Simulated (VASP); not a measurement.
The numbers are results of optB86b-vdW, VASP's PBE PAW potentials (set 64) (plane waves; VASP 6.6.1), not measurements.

Input for VASP

### INCAR
```
AGGAC  =  0.0
ALGO  =  Normal
EDIFF  =  1E-7
ENCUT  =  520
GGA  =  MK
ICHARG  =  11
ISMEAR  =  0
LASPH  =  .TRUE.
LCHARG  =  .FALSE.
LMAXMIX  =  4
LORBIT  =  11
LREAL  =  .FALSE.
LUSE_VDW  =  .TRUE.
LWAVE  =  .FALSE.
NELM  =  100
PARAM1  =  0.1234
PARAM2  =  1.0
PREC  =  Accurate
SIGMA  =  0.05
SYSTEM  =  BaF2
```

POSCAR:
```
BaF2
1
    0.0000000000     3.1100259483     3.1100259483
    3.1100259483     0.0000000000     3.1100259483
    3.1100259483     3.1100259483     0.0000000000
Ba F
1 2
Direct
  0.0000000000   0.0000000000   0.0000000000
  0.2500000000   0.2500000000   0.2500000000
  0.7500000000   0.7500000000   0.7500000000
```

**KPOINTS**
```
k-points along high-symmetry lines
15
Line-mode
Reciprocal
  0.000000   0.000000   0.000000 ! GAMMA
  0.500000   0.000000   0.500000 ! X

  0.500000   0.000000   0.500000 ! X
  0.625000   0.250000   0.625000 ! U

  0.375000   0.375000   0.750000 ! K
  0.000000   0.000000   0.000000 ! GAMMA

  0.000000   0.000000   0.000000 ! GAMMA
  0.500000   0.500000   0.500000 ! L

  0.500000   0.500000   0.500000 ! L
  0.500000   0.250000   0.750000 ! W

  0.500000   0.250000   0.750000 ! W
  0.500000   0.000000   0.500000 ! X
```

POTCAR, in this order: Ba_sv F (PBE.64 set). Program: vasp_std. Read from the step before: CHGCAR.

The resulting files:

**OUTCAR**
```
 ion  position               nearest neighbor table
   1  0.000  0.000  0.000-   3 2.69   3 2.69   3 2.69   2 2.69   2 2.69   2 2.69   3 2.69   2 2.69
  LATTYP: Found a face centered cubic cell.
 ALAT       =     6.2200518966
 Subroutine PRICEL returns:
 Original cell was already a primitive cell.
 Subroutine GETGRP returns: Found 48 space group operations
The static configuration has the point symmetry O_h .
The dynamic configuration has the point symmetry O_h .
 Subroutine INISYM returns: Found 48 space group operations
   k-points           NKPTS =     90   k-points in BZ     NKDIM =     90   number of bands    NBANDS=     16
   number of dos      NEDOS =    301   number of ions     NIONS =      3
   total plane-waves  NPLWV =  46656
   dimension x,y,z NGX =    36 NGY =   36 NGZ =   36
   dimension x,y,z NGXF=    72 NGYF=   72 NGZF=   72
   ions per type =               1   2
   PREC   = accura    normal or accurate (medium, high low for compatibility)
   ISTART =      0    job   : 0-new  1-cont  2-samecut
   ICHARG =     11    charge: 1-file 2-atom 10-const
   ISPIN  =      1    spin polarized calculation?
   LNONCOLLINEAR =      F non collinear calculations
   LSORBIT =      F    spin-orbit coupling
   INIWAV =      1    electr: 0-lowe 1-rand  2-diag
   ENCUT  =  520.0 eV  38.22 Ry    6.18 a.u.   8.18  8.18  8.18*2*pi/ulx,y,z
   NELM   =    100;   NELMIN=  2; NELMDL= -5     # of ELM steps
   EDIFF  = 0.1E-06   stopping-criterion for ELM
   LREAL  =      F    real-space projection
   NLSPLINE    = F    spline interpolate recip. space projectors
   LMAXMIX     =    4 max onsite mixed and CHGCAR
   VOSKOWN=      0    Vosko Wilk Nusair interpolation
   EDIFFG = 0.1E-05   stopping-criterion for IOM
   NSW    =      0    number of steps for IOM
   NBLOCK =      1;   KBLOCK =      1    inner block; outer block
   IBRION =     -1    ionic relax: 0-MD 1-quasi-New 2-CG
   NFREE  =      0    steps in history (QN), initial steepest desc. (CG)
   ISIF   =      2    stress and relaxation
   ISYM   =      2    0-nonsym 1-usesym 2-fastsym
   TEIN   =    0.0    initial temperature
   TEBEG  =    0.0;   TEEND  =   0.0 temperature during run
   SMASS  =  -3.00    Nose mass-parameter (am)
...
```

OSZICAR:
```
       N       E                     dE             d eps       ncg     rms          rms(c)
DAV:   1     0.161707867184E+03    0.16171E+03   -0.13098E+04  2880   0.140E+03
DAV:   2    -0.432738173093E+01   -0.16604E+03   -0.16251E+03  3832   0.284E+02
DAV:   3    -0.112819155395E+02   -0.69545E+01   -0.69470E+01  3880   0.668E+01
DAV:   4    -0.113966026792E+02   -0.11469E+00   -0.11468E+00  3944   0.687E+00
DAV:   5    -0.113989142243E+02   -0.23115E-02   -0.23115E-02  3928   0.653E-01
DAV:   6    -0.113989336809E+02   -0.19457E-04   -0.19457E-04  3904   0.540E-02
DAV:   7    -0.113989343019E+02   -0.62097E-06   -0.62094E-06  3736   0.561E-03
DAV:   8    -0.113989343320E+02   -0.30179E-07   -0.30232E-07  3072   0.911E-04
   1 F= -.11398934E+02 E0= -.11398934E+02  d E =-.112767E-13
```

**OUTCAR**
```
 val. band max:       -2.2601485591   @ k =   0.2143   0.2143   0.4286

 cond. band min:       4.3197830561   @ k =   0.0000   0.0000   0.0000



 k-point     1 :       0.0000    0.0000    0.0000
  band No.  band energies     occupation
      1     -25.3161      2.00000
      2     -21.0549      2.00000
      3     -21.0261      2.00000
      4     -10.1449      2.00000
      5     -10.1449      2.00000
      6     -10.1449      2.00000
      7      -3.7238      2.00000
      8      -3.7238      2.00000
      9      -3.7238      2.00000
     10      -2.3407      2.00000
     11      -2.3407      2.00000
     12      -2.3407      2.00000
     13       4.3198      0.00000
     14       6.9170      0.00000
     15       6.9170      0.00000
     16       9.1262      0.00000

 k-point     2 :       0.0357    0.0000    0.0357
  band No.  band energies     occupation
      1     -25.3130      2.00000
      2     -21.0564      2.00000
      3     -21.0301      2.00000
      4     -10.1501      2.00000
      5     -10.1501      2.00000
      6     -10.1432      2.00000
      7      -3.7144      2.00000
      8      -3.7144      2.00000
      9      -3.7093      2.00000
     10      -2.3632      2.00000
     11      -2.3387      2.00000
     12      -2.3387      2.00000
     13       4.3602      0.00000
     14       6.8990      0.00000
     15       6.9305      0.00000
     16       9.1032      0.00000

 k-point     3 :       0.0714    0.0000    0.0714
  band No.  band energies     occupation
      1     -25.3037      2.00000
      2     -21.0608      2.00000
      3     -21.0420      2.00000
      4     -10.1653      2.00000
      5     -10.1653      2.00000
      6     -10.1382      2.00000
      7      -3.6867      2.00000
      8      -3.6867      2.00000
      9      -3.6663      2.00000
     10      -2.4284      2.00000
     11      -2.3330      2.00000
     12      -2.3330      2.00000
     13       4.4787      0.00000
     14       6.8467      0.00000
...
```

The density is held fixed in this step, so its total energy and stress have no physical meaning. Unless said otherwise, spin-orbit coupling is left out, though it shifts the bands of the heavy elements here.

The compound is BaF2 in the fluorite structure. It was relaxed first.
